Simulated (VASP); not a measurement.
# Ni (I4_1/amd) in VASP: a series of runs, part 2 of 2

VASP 6.6.1. The steps go on from the part before.

**3. Relaxation of cell and atoms, PBE, collinear spin, typed start**

This run uses another cell than the first one: it holds 1 atom, not 2.

INCAR reads:

```
PREC = Accurate
ENCUT = 600
EDIFF = 1E-6
ISMEAR = 0
SIGMA = 0.1
LREAL = F
LASPH = T
NELM = 150
ALGO = Fast
ISIF = 3
LWAVE = F
LCHARG = F
ISPIN = 2
MAGMOM = 0.56
LORBIT = 11
LMAXMIX = 4
GGA = PE
IBRION = 2
NSW = 90
EDIFFG = -0.04
```

KPOINTS reads:

```
Automatic mesh
0
Gamma
  10 10 6
```

POSCAR reads:

```
Ni
1.0
    1.0418879714     -1.9452128367      0.0000000000
    1.0418879714      1.9452128367      0.0000000000
    0.0000000000      0.0000000000      3.0377296354
Ni
1
Direct
    0.0000000000      0.0000000000      0.0000000000
```

Potentials or basis: VASP PAW PBE potentials, release 64 (Ni).

On the command line:

```bash
$ cat potpaw_PBE.64/Ni/POTCAR > POTCAR
$ mpirun -np 1 vasp_std > vasp.out
```

OUTCAR:

```text
PREC = Accurate
   ENCUT = 600
   EDIFF = 1E-6
   ISMEAR = 0
   LREAL = F
   LASPH = T
   NELM = 150
   ISIF = 3
   ISPIN = 2
   LORBIT = 11
   GGA = PE
   IBRION = 2
   NSW = 90
   EDIFFG = -0.04

 ion  position               nearest neighbor table
   1  0.000  0.000  0.000-

  LATTYP: Found a base centered orthorhombic cell.
 ALAT       =     2.0837759428
 B/A-ratio  =     1.8670076727
 C/A-ratio  =     1.4578005116

  Lattice vectors:

 A1 = (   1.0418879714,  -1.9452128367,   0.0000000000)
 A2 = (   1.0418879714,   1.9452128367,   0.0000000000)
 A3 = (   0.0000000000,   0.0000000000,   3.0377296354)

Analysis of symmetry for initial positions (statically):
=====================================================================
 Subroutine PRICEL returns:
 Original cell was already a primitive cell.

 Routine SETGRP: Setting up the symmetry group for a
 base centered orthorhombic supercell.

 Subroutine GETGRP returns: Found  8 space group operations
 (whereof  8 operations were pure point group operations)
 out of a pool of  8 trial point group operations.

The static configuration has the point symmetry D_2h.

Analysis of symmetry for dynamics (positions and initial velocities):
=====================================================================
 Subroutine PRICEL returns:
 Original cell was already a primitive cell.

 Routine SETGRP: Setting up the symmetry group for a
 base centered orthorhombic supercell.

 Subroutine GETGRP returns: Found  8 space group operations
 (whereof  8 operations were pure point group operations)
 out of a pool of  8 trial point group operations.

The dynamic configuration has the point symmetry D_2h.

Analysis of structural, dynamic, and magnetic symmetry:
[... 135 lines left out ...]
   LHFCALC =     F    Hartree Fock is set to
   AEXX    =    0.0000 exact exchange contribution
   IVDW    =     0    specifies the selected vdW correction
   LEPSILON=     F    determine dielectric tensor
   LRPA    =     F    only Hartree local field effects (RPA)
 conjugate gradient relaxation of ions
 spin polarized calculation
 RMM-DIIS sequential band-by-band and
 Gauss-broadening in eV      SIGMA  =   0.10
  energy-cutoff  :      600.00
  volume of cell :       12.31
 maximum number of plane-waves:       424
 NGX is ok and might be reduce to    18

--------------------------------------- Ionic step        1  -------------------------------------------

 number of electron      10.0000004 magnetization       0.4871758

 Free energy of the ion-electron system (eV)
  ---------------------------------------------------
  ext. energy  EPLUGINS =         0.00000000
  ---------------------------------------------------
  free energy    TOTEN  =        -4.14118304 eV

  energy without entropy =       -4.13175003  energy(sigma->0) =       -4.13646654

------------------------ aborting loop because EDIFF is reached ----------------------------------------

  FORCE on cell =-STRESS in cart. coord.  units (eV):
  Direction    XX          YY          ZZ          XY          YZ          ZX
  --------------------------------------------------------------------------------------
  -------------------------------------------------------------------------------------
  Total        6.5750568      4.1658738     -1.4693381      0.0000000      0.0000000      0.0000000
  in kB      855.5449434    542.0625814   -191.1899502      0.0000000      0.0000000      0.0000000
  external PRESSURE =     402.1391915 kB  Pullay stress =       0.0000000 kB
[... 1260 lines left out ...]
 k-point    24 :       0.4000    0.3000    0.0000
  band No.  band energies     occupation
      1       5.6016      1.00000
      2       7.6701      1.00000
      3       8.2578      1.00000
      4      12.2389      0.99986
      5      12.3598      0.97336
      6      15.0331      0.00000
      7      17.2187      0.00000
      8      19.1548      0.00000
      9      48.6925      0.00000

 [... further k-points ...]

[... ionic steps 4 to 14 ...]

--------------------------------------- Ionic step       15  -------------------------------------------

 number of electron       9.9999999 magnetization       0.2765426

------------------------ aborting loop because EDIFF is reached ----------------------------------------
[... 65 lines left out ...]
--------------------------------------- Ionic step       17  -------------------------------------------

 number of electron       9.9999998 magnetization       0.2782124

 Free energy of the ion-electron system (eV)
  ---------------------------------------------------
  ext. energy  EPLUGINS =         0.00000000
  ---------------------------------------------------
  free energy    TOTEN  =        -5.05706233 eV

  energy without entropy =       -5.04728196  energy(sigma->0) =       -5.05217215

 E-fermi :   8.1841     XC(G=0): -12.7330

 val. band max:        8.1786090607   @ k =   0.5000   0.4000   0.5000
 cond. band min:       8.1900950345   @ k =   0.3000   0.1000   0.0000
 fundamental gap:      0.0114859737
 Fermi energy:         8.1841179955
[... 610 lines left out ...]
  FREE ENERGIE OF THE ION-ELECTRON SYSTEM (eV)
  ---------------------------------------------------
  free  energy   TOTEN  =        -5.0570623334 eV

  energy  without entropy=       -5.0472819566  energy(sigma->0) =       -5.05217215

 reached required accuracy - stopping structural energy minimisation

 total charge

# of ion       s       p       d       tot
------------------------------------------
    1        0.502   0.434   8.350   9.286

 magnetization (x)

# of ion       s       p       d       tot
------------------------------------------
    1       -0.004  -0.010   0.300   0.286
```

OSZICAR:

```text
N       E                     dE             d eps       ncg     rms          rms(c)
DAV:   1     0.294252597942E+02    0.29425E+02   -0.53972E+03  4488   0.157E+03
DAV:   2    -0.433640433524E+01   -0.33762E+02   -0.32851E+02  4527   0.180E+02
[... 195 lines left out ...]
DAV:   1    -0.506192161489E+01   -0.54317E-02   -0.12165E-01  5118   0.422E+00    0.569E-01
RMM:   2    -0.505856123163E+01    0.33604E-02   -0.77271E-03  4464   0.152E+00    0.334E-01
RMM:   3    -0.505740756340E+01    0.11537E-02   -0.26566E-03  4464   0.930E-01    0.161E-01
RMM:   4    -0.505710961974E+01    0.29794E-03   -0.37051E-04  4464   0.265E-01    0.463E-02
RMM:   5    -0.505706620871E+01    0.43411E-04   -0.50218E-05  4497   0.106E-01    0.247E-02
RMM:   6    -0.505706152900E+01    0.46797E-05   -0.16612E-05  4534   0.492E-02    0.141E-02
RMM:   7    -0.505706233337E+01   -0.80437E-06   -0.53580E-06  3889   0.254E-02
  17 F= -.50570623E+01 E0= -.50521721E+01  d E =-.572626E-03  mag=     0.2784
```

It took 6.5 min on 1 thread of Intel Xeon Platinum 8259CL at 2.50GHz (Skylake/Cascade Lake), shared host; peak memory 0.18 GiB.

Results:

```yaml
Free_energy: -5.0571 eV
Relaxed_volume: 11.77 Å³/atom
Relaxed_cell: a = 2.406 Å, b = 2.406 Å, c = 2.346 Å, α = 90.00°, β = 90.00°, γ = 119.88°
Space_group_after_relaxing_to_0.05_Å: P6/mmm (No. 191)
Energy_gained_by_relaxing: 915.9 meV/atom
Ionic_steps: 17
Pressure_after_relaxing: -0.2 GPa
Band_gap_on_the_k_mesh: none (metal or under the smearing width)
Net_moment: 0.28 μB per cell
Site_moments: Ni +0.29 μB
Valence_electrons_inside_the_program's_atomic_spheres: Ni 9.29
```

Step by step:
```
step  energy change (eV)  largest force (eV/Å)  pressure (GPa)  volume (Å³)
   1              0.0000                0.0000           40.21        12.31
   2             -0.2258                0.0000          -23.95        18.10
   3             -0.5511                0.0000          -11.99        15.02
   4             -0.5522                0.0000          -11.28        14.91
   5             -0.5521                0.0000          -10.30        14.80
   6             -0.7717                0.0000           -9.65        13.44
   7              1.0635                0.0000          120.15         9.20
   8             -0.8229                0.0000          -10.49        13.05
   9             -0.8166                0.0000           12.42        11.15
  10             -0.8994                0.0000           -6.42        12.34
  11             -0.9110                0.0000           -2.19        11.93
  12             -0.9112                0.0000           -3.02        11.99
  13             -0.9143                0.0000            2.22        11.60
  14             -0.9153                0.0000            0.88        11.73
  15             -0.9153                0.0000            0.36        11.75
  16             -0.9153                0.0000            0.43        11.74
  17             -0.9159                0.0000           -0.25        11.77
```

Final structure:
```
Ni
1.0
     1.20506   -2.08236    0.00000
     1.20506    2.08236    0.00000
     0.00000    0.00000    2.34551
Ni
1
Cartesian
  0.0000 0.0000 0.0000
```

**4. Single point, PBE, collinear spin, typed start**

This run uses another cell than the first one: it holds 1 atom, not 2.

INCAR reads:

```
SYSTEM = Ni
PREC = Accurate ; ENCUT = 520
EDIFF = 1E-7 ; ISMEAR = 0
SIGMA = 0.1 ; LREAL = .FALSE.
LASPH = .TRUE. ; NELM = 150
ALGO = Normal ; ISIF = 2
LWAVE = .FALSE. ; LCHARG = .FALSE.
ISPIN = 2 ; MAGMOM = 2
LORBIT = 11 ; LMAXMIX = 4
GGA = PE ; NBANDS = 15
```

KPOINTS reads:

```
Automatic mesh
0
G
  10 10 10
  0 0 0
```

POSCAR reads:

```
Ni
1.0
   -1.3837154700      1.3837154700      1.3837154700
    1.3837154700     -1.3837154700      1.3837154700
    1.3837154700      1.3837154700     -1.3837154700
Ni
1
Direct
    0.0000000000      0.0000000000      0.0000000000
```

Potentials or basis: VASP PAW PBE potentials, release 64 (Ni).

On the command line:

```bash
$ cat potpaw_PBE.64/Ni/POTCAR > POTCAR
$ mpirun -np 1 vasp_std > vasp.out
```

OUTCAR:

```text
SYSTEM = Ni
   PREC = Accurate
   ENCUT = 520
   EDIFF = 1E-7
   ISMEAR = 0
   LREAL = .FALSE.
   LASPH = .TRUE.
   NELM = 150
   ISIF = 2
   ISPIN = 2
   LORBIT = 11
   GGA = PE

 ion  position               nearest neighbor table
   1  0.000  0.000  0.000-

  LATTYP: Found a body centered cubic cell.
 ALAT       =     2.7674309400

  Lattice vectors:

 A1 = (  -1.3837154700,   1.3837154700,   1.3837154700)
 A2 = (   1.3837154700,  -1.3837154700,   1.3837154700)
 A3 = (   1.3837154700,   1.3837154700,  -1.3837154700)

Analysis of symmetry for initial positions (statically):
=====================================================================
 Subroutine PRICEL returns:
 Original cell was already a primitive cell.

 Routine SETGRP: Setting up the symmetry group for a
 body centered cubic supercell.

 Subroutine GETGRP returns: Found 48 space group operations
 (whereof 48 operations were pure point group operations)
 out of a pool of 48 trial point group operations.

The static configuration has the point symmetry O_h .

Analysis of symmetry for dynamics (positions and initial velocities):
=====================================================================
 Subroutine PRICEL returns:
 Original cell was already a primitive cell.

 Routine SETGRP: Setting up the symmetry group for a
 body centered cubic supercell.

 Subroutine GETGRP returns: Found 48 space group operations
 (whereof 48 operations were pure point group operations)
 out of a pool of 48 trial point group operations.

The dynamic configuration has the point symmetry O_h .

Analysis of structural, dynamic, and magnetic symmetry:
=====================================================================
 Subroutine PRICEL returns:
 Original cell was already a primitive cell.

 Routine SETGRP: Setting up the symmetry group for a
 body centered cubic supercell.

 Subroutine GETGRP returns: Found 48 space group operations
 (whereof 48 operations were pure point group operations)
 out of a pool of 48 trial point group operations.

The overall configuration has the point symmetry O_h .

 Subroutine INISYM returns: Found 48 space group operations
[... 156 lines left out ...]
      1       0.5585      1.00000
      2       7.3411      1.00000
      3       7.3411      1.00000
      4       7.3411      1.00000
      5       8.8088      1.00000
      6       8.8088      1.00000
      7      36.3500      0.00000
      8      36.3500      0.00000
      9      36.3500      0.00000
     10      41.4356      0.00000
     11      41.4356      0.00000
     12      42.7033      0.00000
     13      42.7033      0.00000
     14      42.7034      0.00000
[... 403 lines left out ...]
      4       8.3274      1.00000
      5       8.7377      1.00000
      6       9.2155      1.00000
      7      23.3942      0.00000
      8      29.9561      0.00000
      9      30.1423      0.00000
     10      37.0221      0.00000
     11      37.6109      0.00000
     12      40.4695      0.00000
     13      50.6434      0.00000
     14      50.8770      0.00000
     15      54.0649      0.00000

 [... further k-points ...]

 spin component 2

 k-point     1 :       0.0000    0.0000    0.0000
  band No.  band energies     occupation
      1       0.5407      1.00000
      2       7.8863      1.00000
      3       7.8863      1.00000
      4       7.8863      1.00000
      5       9.1655      1.00000
      6       9.1655      1.00000
      7      36.2643      0.00000
      8      36.2643      0.00000
      9      36.2643      0.00000
     10      41.3667      0.00000
     11      41.3667      0.00000
     12      42.8397      0.00000
     13      42.8397      0.00000
     14      42.8397      0.00000
[... 403 lines left out ...]
      4       8.7638      1.00000
      5       9.3262      0.99995
      6       9.5622      0.70709
      7      23.5029      0.00000
      8      30.0601      0.00000
      9      30.1155      0.00000
     10      37.0435      0.00000
     11      37.6763      0.00000
     12      40.5006      0.00000
     13      50.6549      0.00000
     14      50.9071      0.00000
     15      54.4314      0.00000

 [... further k-points ...]
[... 5 lines left out ...]
  --------------------------------------------------------------------------------------
  -------------------------------------------------------------------------------------
  Total        0.4588663      0.4588663      0.4588663      0.0000000      0.0000000      0.0000000
  in kB       69.3739337     69.3739337     69.3739337      0.0000000      0.0000000      0.0000000
  external PRESSURE =      69.3739337 kB  Pullay stress =       0.0000000 kB

 VOLUME and BASIS-vectors are now :
 -----------------------------------------------------------------------------
  energy-cutoff  :      520.00
  volume of cell :       10.60
      direct lattice vectors                 reciprocal lattice vectors
    -1.383715470  1.383715470  1.383715470     0.000000000  0.361345964  0.361345964
     1.383715470 -1.383715470  1.383715470     0.361345964  0.000000000  0.361345964
     1.383715470  1.383715470 -1.383715470     0.361345964  0.361345964  0.000000000

 POSITION                                       TOTAL-FORCE (eV/Angst)
 -----------------------------------------------------------------------------------
      0.00000      0.00000      0.00000         0.000000     -0.000000     -0.000000
 -----------------------------------------------------------------------------------
    total drift:                                0.000000      0.000000      0.000000

  FREE ENERGIE OF THE ION-ELECTRON SYSTEM (eV)
  ---------------------------------------------------
  free  energy   TOTEN  =        -5.3679688813 eV

  energy  without entropy=       -5.3573265702  energy(sigma->0) =       -5.36264773

 total charge

# of ion       s       p       d       tot
------------------------------------------
    1        0.502   0.509   8.352   9.363

 magnetization (x)

# of ion       s       p       d       tot
------------------------------------------
    1       -0.005  -0.015   0.459   0.438
```

stdout:

```text
POSCAR found type information on POSCAR Ni
 POSCAR found :  1 types and       1 ions
 scaLAPACK will be used
 LDA part: xc-table for (Slater+PW92), standard interpolation
 POSCAR, INCAR and KPOINTS ok, starting setup
 FFT: planning ... GRIDC
 FFT: planning ... GRID_SOFT
 FFT: planning ... GRID
 WAVECAR not read
 entering main loop
```

Run time: 12 s. Hardware: 1 thread of Intel Xeon 6975P-C (Granite Rapids), shared host; peak memory 0.13 GiB.

Results:

```
Free energy                                           : -5.3680 eV
Pressure                                              : 6.9 GPa
Band gap on the k mesh                                : none (metal or under the smearing width)
Net moment                                            : 0.43 μB per cell
Site moments                                          : Ni +0.44 μB
Valence electrons inside the program's atomic spheres : Ni 9.36
```

Levels at points of the mesh, in eV from the Fermi level:
Spin up:
```csv
k point,band 2,band 3,band 4,band 5,band 6,band 7,band 8,band 9
"(0.00, 0.00, 0.00)",-2.26,-2.26,-2.26,-0.79,-0.79,26.75,26.75,26.75
"(0.50, 0.00, 0.00)",-3.22,-0.87,-0.63,0.08,0.27,6.75,19.37,20.48
"(0.50, 0.50, 0.50)",-4.25,-0.15,-0.15,-0.15,9.98,9.98,9.98,15.98
```
Spin down:
| k point | band 1 | band 2 | band 3 | band 4 | band 5 | band 6 | band 7 | band 8 | band 9 | band 10 |
| --- | --- | --- | --- | --- | --- | --- | --- | --- | --- | --- |
| (0.00, 0.00, 0.00) | -9.06 | -1.71 | -1.71 | -1.71 | -0.44 | -0.44 | 26.66 | 26.66 | 26.66 | 31.77 |
| (0.50, 0.00, 0.00) | -4.40 | -2.72 | -0.45 | -0.26 | 0.24 | 0.70 | 7.03 | 19.31 | 20.55 | 24.33 |
| (0.50, 0.50, 0.50) | -4.02 | -4.02 | 0.46 | 0.46 | 0.46 | 10.00 | 10.00 | 10.00 | 16.05 | 16.05 |

**5. Overview**

```tsv
task	cell	k mesh	cutoff (eV)	mesh quality	gap on the mesh (eV)	pressure (GPa)	moment (μB)
single point	I4_1/amd, 10.88 Å³/atom	8 × 8 × 8	520	coarse	none	19.3	1.12
relaxation of cell and atoms	relaxed	10 × 10 × 6	600	not flagged	none	-0.2	0.28
single point	Im-3m, 10.6 Å³/atom	10 × 10 × 10	520	not flagged	none	6.9	0.43
```

Alike in all rows: level PBE; potentials or basis VASP PAW PBE potentials, release 64 (Ni); spin collinear, typed start; smearing gaussian 0.1 eV.

Caveats: some runs use coarse meshes; so large a pressure means that the cell lies far from this level's equilibrium, or that cutoff or potentials fall short (some runs).

Total energies depend on the potentials used, so only differences within one code and one set of settings carry meaning.
